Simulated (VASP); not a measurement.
Write the native input for VASP 6.6.1 that does the following.

```
Task                   : single point
Functional             : PBE
Potentials or basis    : VASP PAW PBE potentials, release 64 (Fe, O)
Cutoff                 : 520 eV
k mesh                 : 12 × 12 × 12
Occupations            : fermi-dirac, width 0.05 eV
Spin                   : collinear spin, ferromagnetic start
Starting moments       : [3.0, 0.0] μB
Further INCAR settings : ALGO = Normal; EDIFF = 1e-07; NBANDS = 18
```

The structure of FeO lies in POSCAR:

```
FeO
1.0
   -1.6021034130      1.6021034130      2.0833922500
    1.6021034130     -1.6021034130      2.0833922500
    1.6021034130      1.6021034130     -2.0833922500
Fe O
1 1
Direct
    0.0001110000      0.0037670000     -0.0039330000
    0.5039270000      0.5037600000      0.0147440000
```

The cell comes from a database or a generator and needn't be the stable form of this composition.

The cell isn't the ideal one: atoms moved at random, drawn with an rms of 0.05 Å.

One way to write it, as run:

INCAR

```
SYSTEM = FeO
PREC     = Accurate       ! precision mode
ENCUT    = 520            ! plane-wave cutoff, eV
EDIFF    = 1E-7           ! SCF threshold, eV
ISMEAR   = -1             ! smearing method
SIGMA    = 0.05           ! smearing width, eV
LREAL    = .False.        ! projectors in reciprocal space
LASPH    = .True.         ! aspherical terms in the spheres
NELM     = 150            ! most SCF steps
ALGO     = Normal         ! electronic algorithm
ISIF     = 2              ! what is computed and relaxed
LWAVE    = .False.        ! write WAVECAR
LCHARG   = .False.        ! write CHGCAR
ISPIN    = 2              ! spin polarisation
MAGMOM   = 3 0            ! initial moments
LORBIT   = 11             ! projections on sites
LMAXMIX  = 4              ! l up to which the mixer works
GGA      = PE             ! functional
NBANDS   = 18             ! bands
```

KPOINTS

```
regular mesh
0
Gamma
  12 12 12
  0 0 0
```

Potentials or basis: VASP PAW PBE potentials, release 64 (Fe, O).

Launch:

```bash
$ cat potpaw_PBE.64/Fe/POTCAR potpaw_PBE.64/O/POTCAR > POTCAR
$ mpirun -np 1 vasp_std > vasp.out
```

Results of the run:

```json
{"Pressure": "-8.5 GPa", "Largest force": "0.175 eV/Å", "Band gap on the k mesh": "none (metal or under the smearing width)", "Net moment": "4.00 μB per cell", "Site moments": "Fe +3.62; O +0.30 μB", "Valence electrons inside the program's atomic spheres": "Fe 6.66; O 4.97"}
```

Caveat: a cell with one magnetic atom can't hold antiferromagnetic order, which such compounds often take; semilocal functionals often make such compounds metallic where correlation or magnetic order opens a gap, which also shifts bond lengths.

It took 7.6 min on 1 thread of AMD EPYC 9R45 (Zen 5), on a shared host, peak memory 0.52 GiB.
